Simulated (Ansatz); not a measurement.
Bulk crystal (GePt) after relaxation:

```
Ge Pt
1.0
     5.74060    0.00000    0.00000
     0.00000    3.70034    0.00000
     0.00000    0.00000    6.09244
Ge Pt
4 4
Direct
  0.81516 0.75000 0.58802
  0.18484 0.25000 0.41198
  0.68484 0.25000 0.08802
  0.31516 0.75000 0.91198
  0.99924 0.75000 0.19116
  0.00076 0.25000 0.80884
  0.50076 0.25000 0.69116
  0.49924 0.75000 0.30884
```

Miller indices refer to the conventional cell of Pnma (No. 62), a = 5.741 Å, b = 3.700 Å, c = 6.092 Å, α = 90.00°, β = 90.00°, γ = 90.00°.

Consider the (111) slab of 18 planes, 9.2 Å thick with 15 Å of vacuum as cut; outer planes Ge (top) and Ge (bottom), all atoms relaxed.

Computed with DFT PBEsol, scalar-relativistic, plane waves, PAW in Ansatz 0.2.0. Settings: cutoff 420 eV, Γ-centred mesh 6×5×1 on the computed 30-atom cell, Gaussian smearing of 0.10 eV; no spin polarisation. The cell repeats along c with a dipole correction in the vacuum.

The slab isn't stoichiometric (Ge8Pt7), so its surface energy depends on the chemical potentials; it is given with the excess atoms taken from the element's standard state, a limit at which the compound may itself be unstable, so the figure can be too low. The slab's middle planes relax by over 3 % too, so it holds no bulk-like region. Relaxation also shears the slab as a whole, so part of the moves and of the energy gained belongs to the bulk, not to the surface.

(1) Estimate the surface energy with the excess atoms taken from the elements.

(2) Give the work function.

(3) The top two planes lie 0.424 Å apart in the bulk. How does relaxation change this?

Spin-orbit coupling is left out, which matters for the bands of heavy elements.

Answers

(1) 0.95 J/m².

(2) 4.70 eV.

(3) The spacing becomes 0.518 Å (+22.1 %).